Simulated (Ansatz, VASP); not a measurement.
**Two plane-wave programs on Ge**

```
Ge
1.0
    -1.67745    1.67745    1.67745
     1.67745   -1.67745    1.67745
     1.67745    1.67745   -1.67745
Ge
1
Direct
  0.00000 0.00000 0.00000
```

Alike in both runs: functional r2SCAN; k mesh 6 × 6 × 6; occupations gaussian, width 0.1 eV; no spin polarisation.

Ansatz relaxed the structure, and its values are those at the end. VASP's run is a single point on that final structure, the one shown.

|  | VASP | Ansatz |
| --- | --- | --- |
| version | VASP 6.6.1 | Ansatz 0.2.0 |
| potentials or method | VASP PAW PBE potentials, release 64 (Ge_d) | scalar-relativistic, plane waves, PAW |
| plane-wave cutoff (eV) | 520 | 500 |
| valence electrons in the cell | 14 | 14 |

Ansatz gave:

| Item | Value |
| --- | --- |
| gap on the k mesh at the Fermi level (eV) | none |
| pressure (GPa) | -0.4 |

Task: Estimate VASP's values.

Result: gap on the k mesh at the Fermi level (eV): none; pressure (GPa): -0.6.

A gap of «none» marks a metal or a gap that the smearing closes.

Caveats: the k mesh is coarse (spacing up to 0.44 Å⁻¹), so the values aren't converged; the PAW data sets were made with another functional, which shifts forces and pressure a little (VASP).
